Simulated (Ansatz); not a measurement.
**BaO: experiment and calculation**

**Measured values to compare with.**

A printed reference work, textbook reports, for a bulk crystal of BaO: lattice constant a 5.539 Å.

The results are compared with them further down.

These are results of Ansatz 0.2.0, DFT r2SCAN, scalar-relativistic, plane waves, PAW, not measurements.

Cutoff 500 eV; k points 8×8×8 on the computed 2-atom cell (Γ-centred); Gaussian smearing, width 0.02 eV; no spin polarisation.

Relaxed structure, symmetry kept:

```
Ba O
1.0
     0.00000    2.77211    2.77211
     2.77211    0.00000    2.77211
     2.77211    2.77211    0.00000
Ba O
1 1
Cartesian
  0.0000 0.0000 0.0000
  2.7721 2.7721 2.7721
```

| Property | Result |
| --- | --- |
| Space group | Fm-3m (No. 225) |
| Volume per atom | 21.30 Å³ |
| Formation energy from the elements' standard states (uncorrected) | -2.760 eV/atom |
| Generalised Kohn–Sham band gap | 2.38 eV, direct at X |
| Löwdin character of the top 1 eV of the valence band | O 2p 90 %, unprojected 5 % |
| Electron masses at the edge by Cartesian direction of the standard setting (m_e; degenerate bands sorted by energy; no spin-orbit coupling) | x: 1.2; y: 0.39; z: 0.39 |
| Hole masses at the edge by Cartesian direction of the standard setting (m_e; degenerate bands sorted by energy; no spin-orbit coupling) | x: 0.42; y: 3.7; z: 3.7 |
| Bulk modulus | 76 GPa |
| Its pressure derivative | 4.6 |
| Bader charges (e) | Ba (1 in the cell) 1.48, O (1 in the cell) -1.48 |

Spin-orbit coupling is left out, which matters for the bands of heavy elements.

A measured lattice constant a of BaO is 5.539 Å (a printed reference work, textbook); the calculated 5.544 Å misses it by +0.1 %. The calculation is for 0 K without zero-point motion.

Cost: 8 runs of about 1.3 core-minutes in all, on Arm Neoverse N1 (shared hosts).